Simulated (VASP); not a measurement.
A VASP 6.6.1 single-point calculation on LiH

INCAR

```
LCHARG = .FALSE.
PREC = Accurate
ENCUT = 520
MAGMOM = -1 1
ISPIN = 2
IBRION = -1
NSW = 0
LWAVE = .FALSE.
SIGMA = 0.02
NELM = 96
EDIFF = 1E-7
LREAL = .FALSE.
NBANDS = 9
ISIF = 2
LASPH = .TRUE.
ISMEAR = -1
GGA = PE
```

KPOINTS

```
KPOINTS created by Atomic Simulation Environment
0
Gamma
10 10 10
0 0 0
```

POSCAR

```
Li H
 1.0000000000000000
     0.0000000000000000    2.1451220099000001    2.1208821312000001
     2.1451220099000001    0.0000000000000000    2.1208821312000001
     2.1451220099000001    2.1451220099000001    0.0000000000000000
 Li  H
   1   1
Cartesian
  0.0000000000000000  0.0000000000000000  0.0000000000000000
  1.0725610049500001  1.0725610049500001  1.0604410656000001
```

The recommended PBE PAW datasets give the neutral cell 4 valence electrons.

Command

```
mpirun -np 1 vasp_std
```

OSZICAR

```
N       E                     dE             d eps       ncg     rms          rms(c)
DAV:   1     0.134772310462E+01    0.13477E+01   -0.13678E+03  3688   0.390E+02
DAV:   2    -0.377608421493E+01   -0.51238E+01   -0.50937E+01  5097   0.570E+01
DAV:   3    -0.385524765663E+01   -0.79163E-01   -0.79129E-01  4492   0.600E+00
DAV:   4    -0.385580456777E+01   -0.55691E-03   -0.55686E-03  5012   0.444E-01
DAV:   5    -0.385580859125E+01   -0.40235E-05   -0.40234E-05  4474   0.270E-02    0.941E+00
DAV:   6    -0.590409248162E+01   -0.20483E+01   -0.48421E+00  4028   0.729E+00    0.468E+00
DAV:   7    -0.608327782033E+01   -0.17919E+00   -0.29608E-01  4305   0.288E+00    0.157E+00
DAV:   8    -0.600212951360E+01    0.81148E-01   -0.83613E-01  4220   0.295E+00    0.120E+00
DAV:   9    -0.602681238290E+01   -0.24683E-01   -0.19922E-01  3885   0.156E+00    0.214E-01
DAV:  10    -0.602907514559E+01   -0.22628E-02   -0.31393E-03  4434   0.470E-01    0.121E-01
DAV:  11    -0.603020227450E+01   -0.11271E-02   -0.19373E-03  4080   0.245E-01    0.929E-02
DAV:  12    -0.603035923297E+01   -0.15696E-03   -0.99674E-04  4223   0.127E-01    0.147E-02
DAV:  13    -0.603036937494E+01   -0.10142E-04   -0.15468E-05  4730   0.262E-02    0.476E-03
DAV:  14    -0.603036966018E+01   -0.28524E-06   -0.28155E-06  4476   0.977E-03    0.277E-03
DAV:  15    -0.603037014655E+01   -0.48638E-06   -0.12935E-06  4148   0.644E-03    0.443E-04
DAV:  16    -0.603037020905E+01   -0.62497E-07   -0.37128E-08  4400   0.127E-03
   1 F= -.60303702E+01 E0= -.60303702E+01  d E =-.291347E-11  mag=     0.0000
```

Standard output (part)

```
POSCAR found type information on POSCAR LiH
 POSCAR found :  2 types and       2 ions
 LDA part: xc-table for (Slater+PW92), standard interpolation
 POSCAR, INCAR and KPOINTS ok, starting setup
 WAVECAR not read
 entering main loop
```

It converged. Results: pressure 0.1 GPa; magnetic moment of the cell 0.00 μB.

For comparison, a separate PBE run of the intended cell, on usual settings and not on those above, gives a gap of 4.23 eV on its mesh and a pressure of 0.1 GPa.

The run above took about 48 s on one core of a shared host (Intel Xeon Platinum 8488C) and held 0.16 GiB at most.
